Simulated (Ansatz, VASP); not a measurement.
# Bi in VASP and in Ansatz

```
CELL_PARAMETERS angstrom
0.00000 3.58761 3.58761
3.58761 0.00000 3.58761
3.58761 3.58761 0.00000
ATOMIC_POSITIONS crystal
Bi 0.50000 0.50000 0.50000
Bi 0.75000 0.75000 0.75000
```

Alike in both runs: functional r2SCAN; k mesh 4 × 4 × 4; occupations gaussian, width 0.1 eV; no spin polarisation.

Ansatz relaxed the structure, and its values are those at the end. VASP's run is a single point on that final structure, the one shown.

```csv
,VASP,Ansatz
version,VASP 6.6.1,Ansatz 0.2.0
potentials or method,"VASP PAW PBE potentials, release 64 (Bi_d)","scalar-relativistic, plane waves, PAW"
plane-wave cutoff (eV),520,500
valence electrons in the cell,30,30
```

|  | VASP | Ansatz | Ansatz less VASP |
| --- | --- | --- | --- |
| gap on the k mesh at the Fermi level (eV) | none | none | - |
| pressure (GPa) | 0.2 | 0.2 | +0.05 |

A gap of «none» marks a metal or a gap that the smearing closes.

Caveats: the k mesh is coarse (spacing up to 0.38 Å⁻¹), so the values aren't converged; the PAW data sets were made with another functional, which shifts forces and pressure a little (VASP); spin-orbit coupling is left out, which moves the levels of the heavy elements.
